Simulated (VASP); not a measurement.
Input of a VASP 6.6.1 run:

File INCAR:

```
PREC = Accurate
ENCUT = 520
EDIFF = 1E-6
ISMEAR = -1
SIGMA = 0.05
LREAL = False
LASPH = True
NELM = 100
ALGO = Fast
ISIF = 2
LWAVE = False
LCHARG = True
GGA = PS
IVDW = 12
LELF = True
LVHAR = True
NBANDS = 56
```

File KPOINTS:

```
regular mesh
0
Gamma
  5 5 5
```

The input POSCAR:

```
HfO2
1.0
    5.0488293586      0.0000000000      0.0000000000
    0.0000000000      5.1156143815      0.0000000000
   -0.8470580823      0.0000000000      5.1434008384
Hf O
4 8
Direct
    0.2755000000      0.4603000000      0.7080000000
    0.7245000000      0.9603000000      0.7920000000
    0.7245000000      0.5397000000      0.2920000000
    0.2755000000      0.0397000000      0.2080000000
    0.0742000000      0.1684000000      0.8467000000
    0.9258000000      0.6684000000      0.6533000000
    0.9258000000      0.8316000000      0.1533000000
    0.0742000000      0.3316000000      0.3467000000
    0.4487000000      0.7419000000      0.9801000000
    0.5513000000      0.2419000000      0.5199000000
    0.5513000000      0.2581000000      0.0199000000
    0.4487000000      0.7581000000      0.4801000000
```

Potentials or basis: VASP PAW PBE potentials, release 64 (Hf_pv, O).

Run with:

```sh
$ cat potpaw_PBE.64/Hf_pv/POTCAR potpaw_PBE.64/O/POTCAR > POTCAR
$ mpirun -np 1 vasp_std > vasp.out
```

Problem. What does it give for the pressure?

Solution. 2.7 GPa.

Problem. What does it give for the band gap on the k mesh?

Solution. 4.20 eV, indirect (least direct gap 4.26 eV).

Problem. Estimate the dispersion energy per atom.

Solution. -0.222 eV.

Problem. What does it give for the largest force?

Solution. 0.547 eV/Å.

Stress tensor (GPa, compression positive):
```
2.79 0.00 0.54
0.00 2.36 0.00
0.54 0.00 3.02
```

Caveat: the PAW data sets were made with another functional, which shifts forces and pressure a little; spin-orbit coupling is left out, which moves the levels of the heavy elements; an odd mesh through Γ misses points on the zone boundary, where band edges often lie.

The gap isn't set beside the measured one, since this odd mesh misses points on the zone boundary.
